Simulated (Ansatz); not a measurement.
What a trial cell of Be3S2 relaxes into

These are results of DFT PBE, scalar-relativistic, plane waves, PAW (Ansatz 0.2.0), not measurements. Cutoff 420 eV, Γ-centred k mesh, Gaussian smearing, no spin polarisation in the final step.

Be3S2 was placed on the anti-tetradymite structure type (R-3m, No. 166), with S in place of Bi, Be in place of Te, at a guessed volume.

```
CELL_PARAMETERS angstrom
1.59989 0.92370 7.41630
-1.59989 0.92370 7.41630
0.00000 -1.84739 7.41630
ATOMIC_POSITIONS crystal
Be 0.00000 0.00000 0.00000
Be 0.20950 0.20950 0.20950
Be 0.79050 0.79050 0.79050
S 0.40000 0.40000 0.40000
S 0.60000 0.60000 0.60000
```

Cell and atoms relax at zero pressure; the relaxation can't lower the symmetry of the start. After a coarse first stage the cell is made exact in the group found at 0.06 Å.

Energies over the elements count from the elements' standard structures at the same level, with no empirical corrections.

Problem. What does it relax into?

Solution. It keeps R-3m (No. 166). The result has the tetradymite structure. Conventional cell: a = 3.200 Å, c = 21.017 Å. Around Be on Wyckoff site a (1 atom of the primitive cell) lie 6 S at 2.31 Å; around Be on Wyckoff site c (2 atoms of the primitive cell) lie 3 S at 2.20 Å and 3 Be at 2.61 Å; S has 6 Be at 2.20–2.31 Å.

```xyz
5
Lattice="1.5998 0.9237 7.0056 -1.5998 0.9237 7.0056 0.0000 -1.8473 7.0056" Properties=species:S:1:pos:R:3 pbc="T T T"
Be    0.0000    0.0000    0.0000
Be    0.0000    0.0000    4.4252
Be    0.0000    0.0000   16.5916
S     0.0000    0.0000    8.3892
S     0.0000    0.0000   12.6276
```

Problem. What are its volume, energy, density and gap?

Solution. The volume per atom is 12.42 Å³. The density is 2.44 g/cm³. The energy over the elements is -0.155 eV/atom and the gap on the 12×12×12 mesh is 0.09 eV.

The final run used a 12×12×12 mesh on its 5-atom cell and 0.02 eV smearing. A structure relaxed within its symmetry needn't be a true minimum. The steps took roughly 40 core-seconds in all.

Cost: 3 runs of about 0.69 core-minutes in all, on Intel Xeon Platinum 8375C (Ice Lake) (shared hosts).